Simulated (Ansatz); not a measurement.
Ti3Al in Ansatz: the effect of functional

Crystal: Ti3Al.

```
Ti Al
1.0
     2.92754    0.00000    0.00000
    -1.46377    2.53533    0.00000
     0.00000    0.00000    9.22636
Ti Al
3 1
Cartesian
  0.0000 1.6902 2.3011
  0.0000 1.6902 6.9253
  1.4638 0.8451 0.0000
  1.4638 0.8451 4.6132
```

The cell comes from a database or a generator and needn't be the stable form of this composition.

Alike in all runs:

- Program: Ansatz 0.2.0
- Task: projected density of states
- Potentials or basis: Ansatz PAW
- k mesh: 6 × 6 × 2
- Occupations: fermi-dirac, width 0.05 eV
- Spin: no spin polarisation

Q: One run gave: pressure -0.7 GPa; largest force 0.06 eV/Å. Which functional did it use?
A. PBEsol
B. r2SCAN
C. HSE06
D. LDA

A: B.

| functional | cutoff | pressure (GPa) | largest force (eV/Å) |
| --- | --- | --- | --- |
| LDA | 420 eV (not typed: the program's choice for these potentials) | -7.0 | 0.07 |
| PBEsol | 420 eV (not typed: the program's choice for these potentials) | -3.3 | 0.01 |
| r2SCAN | 500 eV (not typed: the program's choice for these potentials) | -0.7 | 0.06 |
| HSE06 | 420 eV (not typed: the program's choice for these potentials) | -1.6 | 0.01 |

Caveats: all runs use coarse meshes; the PAW data sets come from PBE, with cores solved anew for the run's functional, which leaves a small shift of forces and pressure; the thresholds are loose for stress (some runs).
